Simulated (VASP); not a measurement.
Input of a VASP 6.6.1 run:

Contents of INCAR:

```
SYSTEM = BAs
  PREC = Accurate
  ENCUT = 600
  EDIFF = 1E-6
  ISMEAR = -1
  SIGMA = 0.05
  LREAL = .False.
  LASPH = .True.
  NELM = 100
  ALGO = Fast
  ISIF = 3
  LWAVE = .False.
  LCHARG = .False.
  GGA = RP
  IBRION = 2
  NSW = 60
  EDIFFG = -0.01
```

File KPOINTS:

```
regular mesh
0
Gamma
  9 9 9
  0 0 0
```

Contents of POSCAR:

```
BAs
1.0
    2.9343700000      0.0000000000      0.0000000000
    0.0000000000      2.9343700000      0.0000000000
    0.0000000000      0.0000000000      2.9343700000
B As
1 1
Direct
    0.5000000000      0.5000000000      0.5000000000
    0.0000000000      0.0000000000      0.0000000000
```

Potentials or basis: VASP PAW PBE potentials, release 64 (B, As).

Command:

```sh
$ cat potpaw_PBE.64/B/POTCAR potpaw_PBE.64/As/POTCAR > POTCAR
$ mpirun -np 1 vasp_std > vasp.out
```

Q: Estimate the relaxed volume.

A: 12.92 Å³/atom.

Q: Predict the band gap on the k mesh.

A: None (metal or under the smearing width).

Q: What does it give for the space group after relaxing (to 0.05 Å)?

A: Pm-3m (No. 221).

Final structure:
```xyz
2
Lattice="2.9561 0.0000 0.0000 0.0000 2.9561 0.0000 0.0000 0.0000 2.9561" Properties=species:S:1:pos:R:3 pbc="T T T"
B     1.4780    1.4780    1.4780
As    0.0000    0.0000    0.0000
```

Caveat: the PAW data sets were made with another functional, which shifts forces and pressure a little.
